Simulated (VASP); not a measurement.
# CdTe (F-43m) in VASP: notebook, part 2 of 2

VASP 6.6.1.

## Step 4: Relaxation of the atoms, PBE+D3(BJ) (a relaxed cell with its volume scaled by 0.96)

INCAR reads:

```
PREC = Accurate ; ENCUT = 600
EDIFF = 1E-7 ; ISMEAR = 0
SIGMA = 0.03 ; LREAL = False
LASPH = True ; NELM = 80
ALGO = Fast ; ISIF = 2
LWAVE = False ; LCHARG = False
GGA = PE ; IVDW = 12
IBRION = 2 ; NSW = 40
EDIFFG = -0.01
```

KPOINTS reads:

```
Automatic mesh
0
Gamma
  8 8 8
```

POSCAR reads:

```
CdTe                                    
1.0
    0.0000000000      3.2166944768      3.2166944768
    3.2166944768      0.0000000000      3.2166944768
    3.2166944768      3.2166944768      0.0000000000
  Cd              Te            
     1     1
Direct
     0.0000000000000000    0.0000000000000000    0.0000000000000000
     0.2500000000000000    0.2500000000000000    0.2500000000000000
```

Potentials or basis: VASP PAW PBE potentials, release 64 (Cd, Te).

Command:

```
cat potpaw_PBE.64/Cd/POTCAR potpaw_PBE.64/Te/POTCAR > POTCAR
mpirun -np 1 vasp_std > vasp.out
```

OUTCAR:

```text
PREC = Accurate
   ENCUT = 600
   EDIFF = 1E-7
   ISMEAR = 0
   LREAL = False
   LASPH = True
   NELM = 80
   ISIF = 2
   GGA = PE
   IVDW = 12
   IBRION = 2
   NSW = 40
   EDIFFG = -0.01
 IVDW          = 12

 ion  position               nearest neighbor table
   1  0.000  0.000  0.000-   2 2.79   2 2.79   2 2.79   2 2.79
   2  0.250  0.250  0.250-   1 2.79   1 2.79   1 2.79   1 2.79

  LATTYP: Found a face centered cubic cell.
 ALAT       =     6.4333889536

  Lattice vectors:

 A1 = (   0.0000000000,   3.2166944768,   3.2166944768)
 A2 = (   3.2166944768,   0.0000000000,   3.2166944768)
 A3 = (   3.2166944768,   3.2166944768,   0.0000000000)

Analysis of symmetry for initial positions (statically):
=====================================================================
 Subroutine PRICEL returns:
 Original cell was already a primitive cell.

 Routine SETGRP: Setting up the symmetry group for a
 face centered cubic supercell.

 Subroutine GETGRP returns: Found 24 space group operations
 (whereof 24 operations were pure point group operations)
 out of a pool of 48 trial point group operations.

The static configuration has the point symmetry T_d .

Analysis of symmetry for dynamics (positions and initial velocities):
=====================================================================
 Subroutine PRICEL returns:
 Original cell was already a primitive cell.

 Routine SETGRP: Setting up the symmetry group for a
 face centered cubic supercell.

 Subroutine GETGRP returns: Found 24 space group operations
 (whereof 24 operations were pure point group operations)
 out of a pool of 48 trial point group operations.

The dynamic configuration has the point symmetry T_d .

 Subroutine INISYM returns: Found 24 space group operations
 (whereof 24 operations are pure point group operations),
 and found     1 'primitive' translations

----------------------------------------------------------------------------------------

                                     Primitive cell

  volume of cell :      66.5671

  direct lattice vectors                    reciprocal lattice vectors
     0.000000000  3.216694477  3.216694477    -0.155439071  0.155439071  0.155439071
     3.216694477  0.000000000  3.216694477     0.155439071 -0.155439071  0.155439071
     3.216694477  3.216694477  0.000000000     0.155439071  0.155439071 -0.155439071

  length of vectors
     4.549092955  4.549092955  4.549092955     0.269228368  0.269228368  0.269228368

  position of ions in fractional coordinates (direct lattice)
     0.000000000  0.000000000  0.000000000
     0.250000000  0.250000000  0.250000000

  ion indices of the primitive-cell ions
   primitive index   ion index
                 1           1
                 2           2

----------------------------------------------------------------------------------------

 KPOINTS: Automatic mesh

Automatic generation of k-mesh.
 Grid dimensions read from file:
 generate k-points for:    8    8    8

 Generating k-lattice:

  Cartesian coordinates                     Fractional coordinates (reciprocal lattice)
    -0.019429884  0.019429884  0.019429884     0.125000000  0.000000000  0.000000000
     0.019429884 -0.019429884  0.019429884     0.000000000  0.125000000  0.000000000
     0.019429884  0.019429884 -0.019429884     0.000000000  0.000000000  0.125000000
[... 44 lines left out ...]
   ions per type =               1   1
   NGX,Y,Z   is equivalent  to a cutoff of  13.16, 13.16, 13.16 a.u.
   NGXF,Y,Z  is equivalent  to a cutoff of  26.31, 26.31, 26.31 a.u.
 SYSTEM =  unknown system
   PREC   = accura    normal or accurate (medium, high low for compatibility)
   ISTART =      0    job   : 0-new  1-cont  2-samecut
   ICHARG =      2    charge: 1-file 2-atom 10-const
   ISPIN  =      1    spin polarized calculation?
   LNONCOLLINEAR =      F non collinear calculations
   LSORBIT =      F    spin-orbit coupling
   LASPH  =      T    aspherical Exc in radial PAW
   ENCUT  =  600.0 eV  44.10 Ry    6.64 a.u.   9.09  9.09  9.09*2*pi/ulx,y,z
   NELM   =     80;   NELMIN=  2; NELMDL= -5     # of ELM steps
   EDIFF  = 0.1E-06   stopping-criterion for ELM
   LREAL  =      F    real-space projection
   EDIFFG = -.1E-01   stopping-criterion for IOM
   NSW    =     40    number of steps for IOM
   IBRION =      2    ionic relax: 0-MD 1-quasi-New 2-CG
   NFREE  =      1    steps in history (QN), initial steepest desc. (CG)
   ISIF   =      2    stress and relaxation
   ISYM   =      2    0-nonsym 1-usesym 2-fastsym
   POTIM  = 0.5000    time-step for ionic-motion
   TEBEG  =    0.0;   TEEND  =   0.0 temperature during run
   PSTRESS=    0.0 pullay stress
   NELECT =      18.0000    total number of electrons
   NUPDOWN=      -1.0000    fix difference up-down
   EMIN   =  10.00;   EMAX   =-10.00  energy-range for DOS
   EFERMI =   0.00;   METHOD = LEGACY
   ISMEAR =     0;   SIGMA  =   0.03  broadening in eV -4-tet -1-fermi 0-gaus
   EFERMI_NEDOS =   21; number of points for ismear=-14 and -15
   IALGO  =     68    algorithm
   IMIX   =      4    mixing-type and parameters
     AMIX     =   0.40;   BMIX     =  1.00
     AMIX_MAG =   1.60;   BMIX_MAG =  1.00
  volume/ion in A,a.u.               =      33.28       224.61
  Fermi-wavevector in a.u.,A,eV,Ry     =   1.058634  2.000528 15.248131  1.120706
  Thomas-Fermi vector in A             =   2.193950
   LORBIT       =      0    0 simple, 1 ext, 2 COOP (PROOUT), +10 PAW based schemes
   GGA     = PE    functional components
   LHFCALC =     F    Hartree Fock is set to
   AEXX    =    0.0000 exact exchange contribution
   IVDW    =    12    specifies the selected vdW correction
   LEPSILON=     F    determine dielectric tensor
   LRPA    =     F    only Hartree local field effects (RPA)
 conjugate gradient relaxation of ions
 non-spin polarized calculation
 RMM-DIIS sequential band-by-band and
 Gauss-broadening in eV      SIGMA  =   0.03
  energy-cutoff  :      600.00
  volume of cell :       66.57
 maximum number of plane-waves:      2252
   NGX = 19   NGY = 19   NGZ = 19

 number of electron      17.9999994 magnetization

 Free energy of the ion-electron system (eV)
  ---------------------------------------------------
  ext. energy  EPLUGINS =         0.00000000
  ---------------------------------------------------
  free energy    TOTEN  =        -4.74493676 eV

  energy without entropy =       -4.74493676  energy(sigma->0) =       -4.74493676

 E-fermi :   2.7321     XC(G=0):  -8.6829

 val. band max:        2.5511990599   @ k =   0.0000   0.0000   0.0000
 cond. band min:       3.3907978558   @ k =   0.0000   0.0000   0.0000
 fundamental gap:      0.8395987959
 Fermi energy:         2.7320874979

 k-point     1 :       0.0000    0.0000    0.0000
  band No.  band energies     occupation
      1      -8.7513      2.00000
      2      -5.8150      2.00000
      3      -5.8150      2.00000
      4      -5.8150      2.00000
      5      -5.5377      2.00000
      6      -5.5377      2.00000
      7       2.5512      2.00000
      8       2.5512      2.00000
      9       2.5512      2.00000
     10       3.3908      0.00000
     11       7.1371      0.00000
     12       7.1371      0.00000
     13       7.1371      0.00000
[... 354 lines left out ...]
  band No.  band energies     occupation
      1      -8.2715      2.00000
      2      -5.7210      2.00000
      3      -5.7076      2.00000
      4      -5.5548      2.00000
      5      -5.5321      2.00000
      6      -5.0660      2.00000
      7      -1.8012      2.00000
      8       0.4089      2.00000
      9       1.2300      2.00000
     10       5.8365      0.00000
     11       7.1266      0.00000
     12       8.5657      0.00000
     13       9.7992      0.00000

 [... further k-points ...]

------------------------ aborting loop because EDIFF is reached ----------------------------------------

 Edisp (eV)   -0.70166

 E8    (eV) :    -0.3156

  FORCE on cell =-STRESS in cart. coord.  units (eV):
  Direction    XX          YY          ZZ          XY          YZ          ZX
  --------------------------------------------------------------------------------------
  -------------------------------------------------------------------------------------
  Total       0.74956     0.74956     0.74956     0.00000     0.00000     0.00000
  in kB      18.04081    18.04081    18.04081     0.00000     0.00000     0.00000
  external pressure =       18.04 kB  Pullay stress =        0.00 kB

 VOLUME and BASIS-vectors are now :
 -----------------------------------------------------------------------------
  energy-cutoff  :      600.00
  volume of cell :       66.57
      direct lattice vectors                 reciprocal lattice vectors
     0.000000000  3.216694477  3.216694477    -0.155439071  0.155439071  0.155439071
     3.216694477  0.000000000  3.216694477     0.155439071 -0.155439071  0.155439071
     3.216694477  3.216694477  0.000000000     0.155439071  0.155439071 -0.155439071

 POSITION                                       TOTAL-FORCE (eV/Angst)
 -----------------------------------------------------------------------------------
      0.00000      0.00000      0.00000         0.000000     -0.000000      0.000000
      1.60835      1.60835      1.60835        -0.000000      0.000000     -0.000000
 -----------------------------------------------------------------------------------
    total drift:                               -0.000000     -0.000000     -0.000000

  FREE ENERGIE OF THE ION-ELECTRON SYSTEM (eV)
  ---------------------------------------------------
  free  energy   TOTEN  =        -5.4465948550 eV

  energy  without entropy=       -5.4465948550  energy(sigma->0) =       -5.44659486

 reached required accuracy - stopping structural energy minimisation
```

CONTCAR:

```text
CdTe
   1.00000000000000
     0.0000000000000000    3.2166944767999999    3.2166944767999999
     3.2166944767999999    0.0000000000000000    3.2166944767999999
     3.2166944767999999    3.2166944767999999    0.0000000000000000
  Cd              Te
     1     1
Direct
     0.0000000000000000    0.0000000000000000    0.0000000000000000
     0.2500000000000000    0.2500000000000000    0.2500000000000000

  0.00000000E+00  0.00000000E+00  0.00000000E+00
  0.00000000E+00  0.00000000E+00  0.00000000E+00
```

Run time: 13 s. Hardware: 1 thread of Intel Xeon 6975P-C (Granite Rapids), shared host; peak memory 0.23 GiB.

Results:

| Quantity | Value |
| --- | --- |
| Free energy | -5.4466 eV |
| Pressure after relaxing | 1.8 GPa |
| Band gap on the k mesh | 0.84 eV, direct |
| Dispersion energy per atom | -0.351 eV |

Final structure:
```
CELL_PARAMETERS angstrom
0.00000 3.21669 3.21669
3.21669 0.00000 3.21669
3.21669 3.21669 0.00000
ATOMIC_POSITIONS crystal
Cd 0.00000 0.00000 0.00000
Te 0.25000 0.25000 0.25000
```

Levels at points of the mesh, in eV from the valence-band top:
```tsv
k point	band 6	band 7	band 8	band 9	band 10	band 11	band 12	band 13
(0.00, 0.00, 0.00)	-8.09	0.00	0.00	0.00	0.84	4.59	4.59	4.59
(0.50, 0.00, 0.00)	-7.72	-4.55	-0.81	-0.81	1.84	5.18	5.18	7.10
(0.50, 0.50, 0.00)	-7.57	-4.42	-1.94	-1.94	2.56	2.66	8.97	9.24
```

Caveat: the relaxation stopped at its first step, so nothing moved; spin-orbit coupling is left out, which moves the levels of the heavy elements.

## Step 5: The runs side by side

| task | cell | gap on the mesh (eV) | pressure (GPa) |
| --- | --- | --- | --- |
| relaxation of cell and atoms | relaxed | 0.71 | 0.0 |
| relaxation of the atoms | atoms relaxed from: a relaxed cell with its volume scaled by 0.94 | 0.90 | 2.9 |
| relaxation of the atoms | atoms relaxed from: a relaxed cell with its volume scaled by 0.96 | 0.84 | 1.8 |

Alike in all rows: level PBE+D3(BJ); potentials or basis VASP PAW PBE potentials, release 64 (Cd, Te); no spin polarisation; k mesh 8 × 8 × 8; cutoff (eV) 600; smearing gaussian 0.03 eV.

Caveats: the relaxation stopped at its first step, so nothing moved; spin-orbit coupling is left out, which moves the levels of the heavy elements.

Total energies depend on the potentials used, so only differences within one code and one set of settings carry meaning.
